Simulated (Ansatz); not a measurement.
input.yaml

```yaml
crystal:
  lattice:
    - [2.8355024458, 0.0, 0.0]
    - [-1.4177512229, 2.4556171506, 0.0]
    - [0.0, 0.0, 4.6982688]
  atoms:
    - { symbol: Au, position: [0.3333333333, 0.6666666667, 0.75] }
    - { symbol: Au, position: [0.6666666667, 0.3333333333, 0.25] }
basis:
  ecutwfc: 500
kpoints:
  mp_grid: { grid: [18, 18, 10] }
hamiltonian:
  xc: r2scan
scf:
  occupations: { method: gaussian, width: 0.1 }
output:
  forces: true
  stress: true
  eigenvalues: true
```

Run as
```bash
ansatz run input.yaml --threads 1 --pin off --max-ram 1331MiB --backend cpu --events-out ev --progress --plain --runs-dir out
```

All numbers below come from Ansatz 0.2.0, DFT r2SCAN, scalar-relativistic, plane waves, PAW.

Abridged output:

```
Pseudopotentials: kind: paw
Pseudopotential: Au, paw, valence charge 19, recommended cutoff 500 eV (meta_gga)
Functional definition: r2SCAN
Crystal: 2 atoms, lattice volume = 32.714 Å³
Basis set: ecut = 500 eV, 809 PW (Γ), exchange–correlation on 96×96×144 points (64 copies of the dense FFT grid, shifted against one another)
Bands: 23, of which v1, the nominal top of the filled ones, is band 19 counted from 1 (18 counted from 0)
Symmetry: 24 space group operations
Space group: P63/mmc (ITA 194), of the structure as read, at distance tolerance 3.2e-5 Å
k-points: 222 of 3240
Initial density: superposition of atomic densities (neutral atoms: chi_scale 0, normalization atom), corrected by the library's trained network
Initial wavefunctions: pseudopotential atomic-orbital guess
Functional: x = r2scan, c = r2scan; τ floored in thin density (d = 2e-4 eV/Å³)
SCF iter   1: F=—  HF=-26326.915454 eV  |F-HF|=—  |Δ(HF+E_count)|=         —  Δρ=1.45e-2  dr2=6.75e-2  dr2_τ=7.19e-3  ethr=1.77e-3  ⟨swp⟩=4.7  Hψ=19344  notcnv=0
SCF iter   2: F=—  HF=-26326.903199 eV  |F-HF|=—  |Δ(HF+E_count)|=   1.23e-2  Δρ=6.20e-3  dr2=1.13e-2  dr2_τ=1.85e-3  ethr=1.78e-4  ⟨swp⟩=2.2  Hψ=8829  notcnv=0  defer=4
SCF iter   3: F=—  HF=-26326.903486 eV  |F-HF|=—  |Δ(HF+E_count)|=   2.87e-4  Δρ=2.03e-3  dr2=9.97e-4  dr2_τ=5.27e-5  ethr=2.97e-5  ⟨swp⟩=2.0  Hψ=7065  notcnv=0  defer=4
SCF iter   4: F=—  HF=-26326.903854 eV  |F-HF|=—  |Δ(HF+E_count)|=   3.68e-4  Δρ=5.48e-4  dr2=6.28e-5  dr2_τ=4.98e-6  ethr=2.62e-6  ⟨swp⟩=2.0  Hψ=9286  notcnv=0  defer=4
SCF iter   5: F=—  HF=-26326.903884 eV  |F-HF|=—  |Δ(HF+E_count)|=   2.93e-5  Δρ=1.80e-4  dr2=1.18e-5  dr2_τ=6.44e-7  ethr=1.65e-7  ⟨swp⟩=2.9  Hψ=9155  notcnv=0  defer=4
SCF iter   6: F=—  HF=-26326.903884 eV  |F-HF|=—  |Δ(HF+E_count)|=   6.39e-8  Δρ=3.26e-5  dr2=3.29e-7  dr2_τ=1.30e-8  ethr=3.10e-8  ⟨swp⟩=2.0  Hψ=7451  notcnv=0  defer=4
SCF iter   7: F=-26326.903884 eV  HF=-26326.903884 eV  |F-HF|=1.32e-8  |Δ(HF+E_count)|=   2.00e-7  Δρ=9.74e-6  dr2=3.00e-8  dr2_τ=3.61e-9  ethr=2.63e-10  ⟨swp⟩=6.0  Hψ=21351  notcnv=0
SCF 1 converged in 7 iterations: F = -26326.903884 eV  dr2 = 3.00e-8
SCF converged after 7 iterations
Free energy (F): -26326.903884 eV
Harris-Foulkes:  -26326.903884 eV  (|F-HF|=1.32e-8)
Internal energy: -26326.900060 eV  (E = F + TS)
E sigma→0 (E₀):  -26326.901972 eV
Entropy (-TS):   -0.003824 eV (-1.912 meV/atom)
Fermi energy:    21.615490 eV
--- Per-component energies (eV) ---
  E_band       = -415.310461
  E_kinetic    = 1213.755458
  E_local      = -3298.524252  (includes V_loc(G=0)·N_el)
  E_nonlocal   = 151.660588
  E_hartree    = 1420.971229
  E_xc         = -437.525874
  E_vxc        = -615.422763  (∫ρ·V_xc dr)
  E_paw        = -19462.564097  (= ΣΔE_a)
  E_vpaw       = -750.644033  (= ΣTr[D̂ρ^β])
  E_aug_tail   = 0.001502  (compensation charges beyond the density's cutoff)
  E_vtau       = 41.911569  (kinetic-family band-sum trace: ∫τ·v_τ [+ j·A + Jᵃ·Aᵃ] dr)
  E_ewald      = -5914.321967
  E_core_change = -0.352647  (= ΣΔE_core)
  E_smearing   = -0.003824  (= −TS)
--- Forces (eV/Å), atoms counted from 1 ---
  atom   1  Au     0.00000000     0.00000000     0.00000000
  atom   2  Au     0.00000000     0.00000000     0.00000000
--- Stress (GPa, compression-positive) ---
       13.251832       0.000000       0.000000
        0.000000      13.251832       0.000000
        0.000000       0.000000      13.717477
  P = ⅓ Tr σ = 13.4070 GPa (134.070 kbar)
--- Band table (eV; the first three rows and the last of 222) ---
  k-point 0: bands = ["-86.1523", "-86.1373", "-37.1668", "-36.9370", "-36.9370", "-36.9028", "-36.8987", "-36.8987", "11.1020", "13.5951", "16.3360", "16.5648", "16.5648", "16.9274", "16.9274", "17.5859", "17.5859", "19.1781", "19.1781", "20.5456", "24.8281", "36.8172", "38.2567"]
  k-point 1: bands = ["-86.1520", "-86.1377", "-37.1604", "-36.9361", "-36.9361", "-36.9093", "-36.8997", "-36.8997", "11.1942", "13.5985", "16.3113", "16.5367", "16.5367", "16.8965", "16.8965", "17.6645", "17.6645", "19.1661", "19.1661", "19.9417", "25.5958", "36.6035", "38.4859"]
  k-point 2: bands = ["-86.1509", "-86.1388", "-37.1419", "-36.9334", "-36.9334", "-36.9284", "-36.9024", "-36.9024", "11.4641", "13.5945", "16.2476", "16.4823", "16.4823", "16.8138", "16.8138", "17.8651", "17.8651", "18.7829", "19.1223", "19.1223", "27.2538", "36.2326", "38.4159"]
  k-point 221: bands = ["-86.1317", "-86.1317", "-37.1211", "-37.1211", "-37.0746", "-37.0746", "-36.9590", "-36.9590", "15.0369", "15.0369", "15.7809", "15.7809", "16.5634", "16.5634", "17.5203", "17.5203", "19.2470", "19.2470", "26.3901", "26.3901", "26.5602", "26.5602", "28.7241"]
```

Self-consistency was reached.

Spin–orbit coupling is left out, which can shift energies with elements as heavy as these.